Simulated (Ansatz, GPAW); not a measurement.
# Ir: programs and potentials compared

```
Ir
1.0
     0.00000    1.91560    1.91560
     1.91560    0.00000    1.91560
     1.91560    1.91560    0.00000
Ir
1
Direct
  0.00000 0.00000 0.00000
```

Alike in all runs: task single point; functional PBE; k mesh 12 × 12 × 12; occupations gaussian, width 0.1 eV; no spin polarisation; no spin-orbit coupling. Pressure is positive in compression and, in plane waves, holds the error of the finite cutoff, which Ansatz's Pulay term estimates and takes out.

```
                        program and potentials  plane-wave cutoff (eV)                                                                      notes  band gap (eV)  pressure (GPa)
                            Ansatz, Ansatz PAW                     420  17 valence electrons an atom on average; Pulay term of +0.09 GPa included         no gap           11.13
Ansatz, all-electron LAPW, scalar-relativistic                       -                                                                          -         no gap           11.06
    GPAW, GPAW PAW data sets (gpaw-data 1.2.1)                     600                                    15 valence electrons an atom on average         no gap            9.83
```

None finds a gap. The pressure spans 9.83 (GPAW, GPAW PAW data sets (gpaw-data 1.2.1)) to 11.13 GPa (Ansatz, Ansatz PAW), with all-electron results at 11.06. The cell lies far from this level's equilibrium.

Differences between rows come from potentials, basis sets and numerical settings, since the functional is the same but for its coding. Runs on potential files found faulty are left out.
